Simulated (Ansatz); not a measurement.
# C in Ansatz: notebook, part 2 of 2

Ansatz 0.2.0. Earlier steps stand in the parts before.

**4. Band structure, PBEsol**

input.yaml

```yaml
crystal:
  lattice:
    - [2.4561701622, 0.0, 0.0]
    - [-1.2280850811, 2.1271057565, 0.0]
    - [0.0, 0.0, 8.52380336]
  atoms:
    - { symbol: C, position: [0.6666666667, 0.3333333333, 0.0] }
    - { symbol: C, position: [0.3333333333, 0.6666666667, 0.0] }
kpoints:
  mp_grid: { grid: [12, 12, 3] }
  band_path:
    path:
      - [0.0, 0.0, 0.0]
      - [0.5, 0.0, 0.0]
      - [0.3333333333, 0.3333333333, 0.0]
      - [0.0, 0.0, 0.0]
      - [0.0, 0.0, 0.5]
      - [0.5, 0.0, 0.5]
      - [0.3333333333, 0.3333333333, 0.5]
      - [0.0, 0.0, 0.5]
    npoints: 12
scf:
  occupations: { method: fermi_dirac, width: 0.05 }
hamiltonian:
  xc: pbesol
  pseudopotentials: { kind: all_electron, lapw: { basis_error: 0.001 } }
output:
  forces: true
  stress: true
  eigenvalues: true
```

Potentials or basis: all-electron LAPW, scalar-relativistic.

Started as:

```bash
ansatz run input.yaml --threads 1 --pin off --max-ram 3072MiB --backend cpu --events-out ev --progress --plain --runs-dir out
```

Standard output:

```text
Warning: RAYON_NUM_THREADS=1 ignored (pool sized by the plan → 1); use --threads N
LAPW: plane waves up to 11.781 Å⁻¹, error target 1.0e-3 eV per atom; small_component_spin mean_spin; C in spheres of 0.709 Å, 6 of its electrons in bands, Dirac shells [] (how accurate: hamiltonian.pseudopotentials.lapw.basis_error, Limitations)
Engine: ansatz 0.2.0, x86_64-unknown-linux-gnu
Pseudopotentials: kind: all_electron
Pseudopotential: C, LAPW, valence charge 6, lapw/all_electron/scalar/gaussian/C, Koelling and Harmon's equation, gaussian nucleus
Functional definition: PBEsol
  exchange = pbesol_x
  correlation = pbesol_c
Crystal: 2 atoms, lattice volume = 44.533 Å³
Basis set: ecut = 528.8190380612311 eV, 1201 PW (Γ), exchange–correlation at level 2
Bands: 10, of which v1, the nominal top of the filled ones, is band 6 counted from 1 (5 counted from 0)
Symmetry: 24 space group operations
Space group: P6/mmm (ITA 191), of the structure as read, at distance tolerance 3.5e-5 Å
k-points: 38 of 432
Non-local potential: C, projectors of the file, none
Initial density: superposition of atomic densities (neutral atoms: chi_scale 0, normalization atom)
Initial wavefunctions: plane waves of lowest kinetic energy (no species holds an atomic orbital)
Functional: x = pbesol(κ = 0.804, μ = 0.12345679012345678), c = pbesol(β = 0.046)
iter 1 solved again at ethr=2.24e-2 eV; its pass at ethr=1.00e-1 eV (dr2=2.68e0 eV) is discarded
SCF iter   1: F=—  HF=-2066.558914 eV  |F-HF|=—  |Δ(HF+E_count)|=         —  Δρ=8.10e-2  dr2=2.69e0  ethr=2.24e-2  ⟨swp⟩=2.2  Hψ=2629  notcnv=0
preconditioner: auto → LDOS  [metal: Δε(μ)=0.000 eV  Ē_g=18.769 eV  σ=0.050 eV  W_gap=0.00  n_scr=4 (ndim 8)  ℏωp=15.7 eV  f_vac=0.558  D(μ)=0.28/eV (n_scr^D=2)  β→1.0]
iter 2 solved again at ethr=4.62e-4 eV; its pass at ethr=2.24e-2 eV (dr2=5.54e-2 eV) is discarded
SCF iter   2: F=—  HF=-2065.230631 eV  |F-HF|=—  |Δ(HF+E_count)|=    1.33e0  Δρ=1.85e-2  dr2=5.54e-2  ethr=4.62e-4  ⟨swp⟩=2.3  Hψ=2190  notcnv=0
SCF iter   3: F=—  HF=-2065.229760 eV  |F-HF|=—  |Δ(HF+E_count)|=         —  Δρ=1.89e-3  dr2=1.16e-3  ethr=4.61e-4  ⟨swp⟩=3.2  Hψ=1244  notcnv=0  defer=1
the basis was enlarged: its passes take 60.1 KiB over the memory plan, 1 of 1 planned eigensolver slots
SCF iter   4: F=—  HF=-2065.229744 eV  |F-HF|=—  |Δ(HF+E_count)|=   1.63e-5  Δρ=1.63e-4  dr2=4.11e-6  ethr=9.70e-6  ⟨swp⟩=3.0  Hψ=1092  notcnv=0
SCF iter   5: F=-2065.229749 eV  HF=-2065.229749 eV  |F-HF|=5.79e-8  |Δ(HF+E_count)|=   5.26e-6  Δρ=1.87e-5  dr2=7.65e-8  ethr=3.42e-8  ⟨swp⟩=3.0  Hψ=1044  notcnv=0
SCF 1 converged in 5 iterations: F = -2065.229749 eV  dr2 = 7.65e-8
NSCF: frozen V_eff on 85 k-points
SCF converged after 5 iterations
Free energy (F): -2065.229749 eV
Harris-Foulkes:  -2065.229749 eV  (|F-HF|=5.79e-8)
Internal energy: -2065.227824 eV  (E = F + TS)
E sigma→0 (E₀):  -2065.228786 eV
Entropy (-TS):   -0.001925 eV (-0.963 meV/atom)
Fermi energy:    0.247392 eV
--- Per-component energies (eV) ---
  E_band       = -1128.427628
  E_kinetic    = 2057.166361
  E_xc         = -285.303712
  E_electrostatic = -3837.090473  (all electrons and nuclei)
  E_smearing   = -0.001925  (= −TS)
  E_closure    = 0.000000  (closes the sum)
  E_atoms      = -2045.934717  (free atoms, spherical and without spin; not in F)
  Σ components = -2065.229749   (vs F -2065.229749, Δ=0.00e0)
  Basis errors (estimates in eV, not in F): energy 6.8e-4 per atom: plane waves 6.4e-4 (4.3e-4 summed), levels above the bands 5.9e-75, relativity 9.2e-9, radial functions 4.2e-5, core shells 0.0e0; eigenvalues (radial functions only) 2.0e-6; not estimated: angular momenta, meshes, grids; target (lapw.basis_error) 1.0e-3; muffin-tin radii C 0.709 Å
--- Forces (eV/Å), atoms counted from 1 ---
  atom   1  C     -0.00000000     0.00000000     0.00000000
  atom   2  C      0.00000000    -0.00000000     0.00000000
  max |Σ_I F_I| component: 0.00e0 eV/Å
--- Stress (GPa, compression-positive) ---
        0.536965      -0.000000       0.000000
        0.000000       0.536965       0.000000
        0.000000       0.000000      -0.002989
  P = ⅓ Tr σ = 0.3570 GPa (3.570 kbar)
--- Band table (eV; the first three rows and the last of 38) ---
  k-point 0: bands = ["-264.2704", "-264.2428", "-19.3317", "-7.4798", "-2.7634", "-2.7634", "3.3481", "5.7191", "7.2665", "8.6058"]
  k-point 1: bands = ["-264.2704", "-264.2428", "-19.3317", "-7.4801", "-2.7634", "-2.7634", "3.6922", "4.6773", "8.6057", "8.6057"]
  k-point 2: bands = ["-264.2700", "-264.2432", "-19.1666", "-7.2816", "-3.4164", "-3.1084", "3.5729", "5.9389", "7.4774", "8.6811"]
  k-point 37: bands = ["-264.2566", "-264.2566", "-12.3263", "-12.3263", "-10.4453", "0.2474", "0.2474", "10.7580", "13.2963", "13.2963"]
```

Wall time 10 s (1 thread of AMD EPYC 7R43 (Zen 3), shared host); peak memory 0.43 GiB.

What came out:

```yaml
Free_energy: -2065.2297 eV
Band_gap_along_the_path: none (metal or under the smearing width)
```

Levels at the corners of the path, in eV from the Fermi level:
```
point  band 4  band 5  band 6  band 7  band 8  band 9
    Γ   -7.73   -3.01   -3.01    3.10    5.47    7.02
    M  -13.32   -6.44   -2.39    1.66    7.45   11.05
    K  -12.57  -10.69    0.00    0.00   10.53   12.94
    Γ   -7.73   -3.01   -3.01    3.10    5.47    7.02
    A   -7.73   -3.01   -3.01    3.83    3.91    8.36
    L  -13.32   -6.44   -2.39    1.66    7.45   11.56
    H  -12.57  -10.69    0.00    0.00   10.50   13.09
    A   -7.73   -3.01   -3.01    3.83    3.91    8.36
```

**5. Single point, LDA, 20.93 Å³/atom (volume scaled by 0.94)**

input.yaml

```yaml
crystal:
  lattice:
    - [2.4060301715, 0.0, 0.0]
    - [-1.2030150858, 2.0836832508, 0.0]
    - [0.0, 0.0, 8.3497993649]
  atoms:
    - { symbol: C, position: [0.6666666667, 0.3333333333, 0.0] }
    - { symbol: C, position: [0.3333333333, 0.6666666667, 0.0] }
kpoints:
  mp_grid: { grid: [12, 12, 3] }
scf:
  occupations: { method: fermi_dirac, width: 0.05 }
hamiltonian:
  xc: lda
  pseudopotentials: { kind: all_electron, lapw: { basis_error: 0.001 } }
output:
  forces: true
  stress: true
  eigenvalues: true
```

Started as:

```bash
ansatz run input.yaml --threads 1 --pin off --max-ram 3072MiB --backend cpu --events-out ev --progress --plain --runs-dir out
```

Run time: 5.8 s. Hardware: 1 thread of AMD EPYC 7R43 (Zen 3), shared host; peak memory 0.42 GiB.

Results (log left out):

```
Free energy            : -2057.8003 eV
Band gap on the k mesh : none (metal or under the smearing width)
```

**6. Single point, LDA, 21.38 Å³/atom (volume scaled by 0.96)**

input.yaml: that of step 5 with these lines changed.

```diff
@@ -2,5 +2,5 @@
   lattice:
-    - [2.4060301715, 0.0, 0.0]
-    - [-1.2030150858, 2.0836832508, 0.0]
-    - [0.0, 0.0, 8.3497993649]
+    - [2.4229746043, 0.0, 0.0]
+    - [-1.2114873021, 2.09835756, 0.0]
+    - [0.0, 0.0, 8.4086027063]
   atoms:
```

Potentials or basis: all-electron LAPW, scalar-relativistic.

Started as:

```bash
ansatz run input.yaml --threads 1 --pin off --max-ram 3072MiB --backend cpu --events-out ev --progress --plain --runs-dir out
```

Wall time 5.7 s (1 thread of AMD EPYC 7R43 (Zen 3), shared host); peak memory 0.42 GiB.

Results (log left out):

- Free energy: -2057.8258 eV
- Band gap on the k mesh: none (metal or under the smearing width)

**7. Single point, LDA, 21.82 Å³/atom (volume scaled by 0.98)**

input.yaml: that of step 6 with these lines changed.

```diff
@@ -2,5 +2,5 @@
   lattice:
-    - [2.4229746043, 0.0, 0.0]
-    - [-1.2114873021, 2.09835756, 0.0]
-    - [0.0, 0.0, 8.4086027063]
+    - [2.439685302, 0.0, 0.0]
+    - [-1.219842651, 2.1128294488, 0.0]
+    - [0.0, 0.0, 8.4665949023]
   atoms:
```

Started as:

```bash
ansatz run input.yaml --threads 1 --pin off --max-ram 3072MiB --backend cpu --events-out ev --progress --plain --runs-dir out
```

Wall time 5.9 s (1 thread of AMD EPYC 7R43 (Zen 3), shared host); peak memory 0.43 GiB.

The run converged. Its results:

- Free energy: -2057.8367 eV
- Band gap on the k mesh: none (metal or under the smearing width)

**8. Single point, LDA, 22.27 Å³/atom**

input.yaml: that of step 7 with these lines changed.

```diff
@@ -2,5 +2,5 @@
   lattice:
-    - [2.439685302, 0.0, 0.0]
-    - [-1.219842651, 2.1128294488, 0.0]
-    - [0.0, 0.0, 8.4665949023]
+    - [2.4561701622, 0.0, 0.0]
+    - [-1.2280850811, 2.1271057565, 0.0]
+    - [0.0, 0.0, 8.52380336]
   atoms:
```

Started as:

```bash
ansatz run input.yaml --threads 1 --pin off --max-ram 3072MiB --backend cpu --events-out ev --progress --plain --runs-dir out
```

Wall time 5.7 s (1 thread of AMD EPYC 7R43 (Zen 3), shared host); peak memory 0.44 GiB.

The run converged. Its results:

```
Free energy            : -2057.8344 eV
Band gap on the k mesh : none (metal or under the smearing width)
```

**9. Single point, LDA, 22.71 Å³/atom (volume scaled by 1.02)**

input.yaml: that of step 8 with these lines changed.

```diff
@@ -2,5 +2,5 @@
   lattice:
-    - [2.4561701622, 0.0, 0.0]
-    - [-1.2280850811, 2.1271057565, 0.0]
-    - [0.0, 0.0, 8.52380336]
+    - [2.4724366638, 0.0, 0.0]
+    - [-1.2362183319, 2.1411929601, 0.0]
+    - [0.0, 0.0, 8.580254034]
   atoms:
```

Potentials or basis: all-electron LAPW, scalar-relativistic.

Started as:

```bash
ansatz run input.yaml --threads 1 --pin off --max-ram 3072MiB --backend cpu --events-out ev --progress --plain --runs-dir out
```

It took 5.7 s on 1 thread of AMD EPYC 7R43 (Zen 3), shared host; peak memory 0.43 GiB.

The run converged. Its results:

| Quantity | Value |
| --- | --- |
| Free energy | -2057.8200 eV |
| Band gap on the k mesh | none (metal or under the smearing width) |

**10. Single point, LDA, 23.16 Å³/atom (volume scaled by 1.04)**

input.yaml: that of step 9 with these lines changed.

```diff
@@ -2,5 +2,5 @@
   lattice:
-    - [2.4724366638, 0.0, 0.0]
-    - [-1.2362183319, 2.1411929601, 0.0]
-    - [0.0, 0.0, 8.580254034]
+    - [2.4884918972, 0.0, 0.0]
+    - [-1.2442459486, 2.1550972001, 0.0]
+    - [0.0, 0.0, 8.6359715305]
   atoms:
```

Started as:

```bash
ansatz run input.yaml --threads 1 --pin off --max-ram 3072MiB --backend cpu --events-out ev --progress --plain --runs-dir out
```

Wall time 5.7 s (1 thread of AMD EPYC 7R43 (Zen 3), shared host); peak memory 0.41 GiB.

The run converged. Its results:

```yaml
Free_energy: -2057.7947 eV
Band_gap_on_the_k_mesh: none (metal or under the smearing width)
```

**11. Single point, LDA, 23.60 Å³/atom (volume scaled by 1.06)**

input.yaml: that of step 10 with these lines changed.

```diff
@@ -2,5 +2,5 @@
   lattice:
-    - [2.4884918972, 0.0, 0.0]
-    - [-1.2442459486, 2.1550972001, 0.0]
-    - [0.0, 0.0, 8.6359715305]
+    - [2.5043425914, 0.0, 0.0]
+    - [-1.2521712957, 2.168824304, 0.0]
+    - [0.0, 0.0, 8.6909792017]
   atoms:
```

Started as:

```bash
ansatz run input.yaml --threads 1 --pin off --max-ram 3072MiB --backend cpu --events-out ev --progress --plain --runs-dir out
```

Wall time 5.7 s (1 thread of AMD EPYC 7R43 (Zen 3), shared host); peak memory 0.43 GiB.

It converged, with:

```
Free energy            : -2057.7593 eV
Band gap on the k mesh : none (metal or under the smearing width)
```

**12. Equation of state, LDA**

Potentials or basis: all-electron LAPW, scalar-relativistic.

No new run: the results of the series are fitted here.

What came out:

| Item | Value |
| --- | --- |
| Equilibrium volume | 21.96 Å³/atom |
| Bulk modulus at fixed shape and positions | 114 GPa |
| Pressure derivative of the bulk modulus | 3.5 |

Energy against volume, from the lowest point:
| volume (Å³/atom) | energy (meV/atom) |
| --- | --- |
| 20.930 | 18.17 |
| 21.376 | 5.46 |
| 21.821 | 0.00 |
| 22.266 | 1.15 |
| 22.712 | 8.32 |
| 23.157 | 21.00 |
| 23.602 | 38.70 |

Caveat: the cell was scaled at fixed shape and fractional positions, which overstates the stiffness of a crystal with free parameters, most of all of layers and chains.
